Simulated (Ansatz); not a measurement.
## HfC: changing the pressure

The cell as given:

It takes space group Fm-3m (No. 225, cubic). Conventional cell: a = 4.650 Å, b = 4.650 Å, c = 4.650 Å, α = 90.00°, β = 90.00°, γ = 90.00°. Hf (site symmetry m-3m) has 6 C at 2.33 Å as nearest neighbours. C (site symmetry m-3m) is surrounded by 6 Hf at 2.33 Å.

Kept alike: task relaxation of cell and atoms; functional PBE; k mesh 10 × 10 × 10; occupations fermi-dirac, width 0.05 eV; no spin polarisation. Program: Ansatz, all-electron LAPW, scalar-relativistic. The mesh is that of the run's cell of 2 atoms. No spin-orbit coupling.

```csv
"pressure, P (GPa)",volume (Å³/atom)
0,12.583
2,12.479
5,12.327
10,12.096
20,?
30,11.334
```

The relaxations keep at least the cell's symmetry (Fm-3m). The runs follow the start's structure, whether or not it is the stable one at these pressures.

Q: Fit the rows shown and predict the run at 20 GPa.

A: Murnaghan's form V = V0 (1 + B′P/B0)^(-1/B′) through the rows shown has V0 = 12.5832, B0 = 234.9 GPa and B′ = 3.71 (largest miss 0.0010); at P = 20 it gives 11.686 Å³/atom. The run gave: volume 11.686 Å³/atom.
